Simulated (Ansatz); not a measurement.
The reference is CaSe in the rock salt structure (space group Fm-3m, No. 225; a = 5.869 Å). Axes: x, y, z lie along the cube axes.

Calculations: PBEsol (Ansatz, a first-principles code; PAW; 420 eV plane waves; without spin-orbit coupling).

Modification: tensor shear ε_xy = +1.43 % (engineering shear γ = 0.0286), atoms relaxed at fixed cell.

### Question
Predict the stress tensor and what it implies for the stiffness.

### Answer
Stress of the strained cell less that of the base (GPa, compression positive):
```
   0.01   -0.78    0.00
  -0.78    0.01    0.00
   0.00    0.00   -0.02
```

Then −Δσ/γ with γ = 2ε = 0.0286 gives secant stiffness values (nonlinear terms included at this strain): C66 ≈ 27 GPa.

Stability against distortions was not tested.
